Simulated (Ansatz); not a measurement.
**Si: stationary points along a deformation path**

Theory: DFT PBEsol, scalar-relativistic, plane waves, PAW in Ansatz 0.2.0. The runs took a 420 eV cutoff, a Γ-centred 12×12×12 mesh and Gaussian smearing (0.05 eV). No spin polarisation. Energies are free energies at this smearing, counted from the undisturbed cell; pressure is positive in compression.

Zero of the scan (as given, not relaxed at this level; it stands at 0.1 GPa):

```
CELL_PARAMETERS angstrom
0.00000 2.71547 2.71547
2.71547 0.00000 2.71547
2.71547 2.71547 0.00000
ATOMIC_POSITIONS crystal
Si 0.50000 0.50000 0.50000
Si 0.75000 0.75000 0.75000
```

At fixed volume and fractional coordinates, lengths along (0.000, 0.000, 1.000) are scaled against those across it; ρ is that ratio over its starting value. V = 20.023 Å³/atom. Δσ is the stress along the axis less the mean stress across it (compression positive).

| ρ | ΔE (meV/atom) | Δσ (GPa) | space group |
| --- | --- | --- | --- |
| 0.650 | 333.9 | 11.92 | I4_1/amd |
| 0.707 | 251.6 | 11.69 | I4_1/amd |
| 0.780 | 155.4 | 11.14 | I4_1/amd |
| 0.850 | 78.9 | 9.91 | I4_1/amd |
| 0.920 | 24.3 | 6.55 | I4_1/amd |
| 0.960 | 6.2 | 3.54 | I4_1/amd |
| 1.000 | 0.0 | 0.00 | Fd-3m |
| 1.050 | 9.9 | -4.98 | I4_1/amd |
| 1.100 | 39.4 | -10.34 | I4_1/amd |
| 1.200 | 153.2 | -21.15 | I4_1/amd |
| 1.300 | 321.4 | -27.44 | I4_1/amd |
| 1.414 | 505.9 | -22.22 | I4_1/amd |
| 1.500 | 599.2 | -15.59 | I4_1/amd |

Task: How does the stress give the slope of the energy, and where is the energy stationary?

Result: Along the path d ln(length) is 2/3 d ln ρ on the axis and −1/3 d ln ρ across it, so dE/d ln ρ = −(2/3) V Δσ: the energy falls with ρ where Δσ is positive. Δσ vanishes or changes sign at ρ = 1.000 (Fd-3m), a minimum at 0.0 meV/atom. Pairs of stationary points between two samples would go unseen, and could change a minimum read from distant neighbours into a maximum. At ρ = 1.000 the cell is cubic, where symmetry alone makes the stress isotropic and the slope zero.

Task: Which shear constant sets the curvature at ρ = 1?

Result: For a cubic crystal E/V = (2/3) C (ln ρ)² with C = C′ = (C11 − C12)/2, so Δσ = −2C ln ρ. The parabola of Δσ against ln ρ through ρ = 0.960, 1 and 1.050 gives C ≈ 47 GPa with the ions clamped, rough because the steps are large.

Task: Integrate that slope from ρ = 1 to 0.850 by the trapezoid rule.

Result: With V/N in Å³ and 1 eV/Å³ = 160.2 GPa the slopes at ρ = 1.000, 0.960, 0.920, 0.850 are 0, -295, -546, -825 meV/atom per unit of ln ρ. The steps add 6.0 + 17.9 + 54.2 = 78.2 meV/atom, against 78.9 from the energies; the trapezoid rule misses the curvature of the slope within each step.

The gap closes along the scan, which can put kinks into the curve.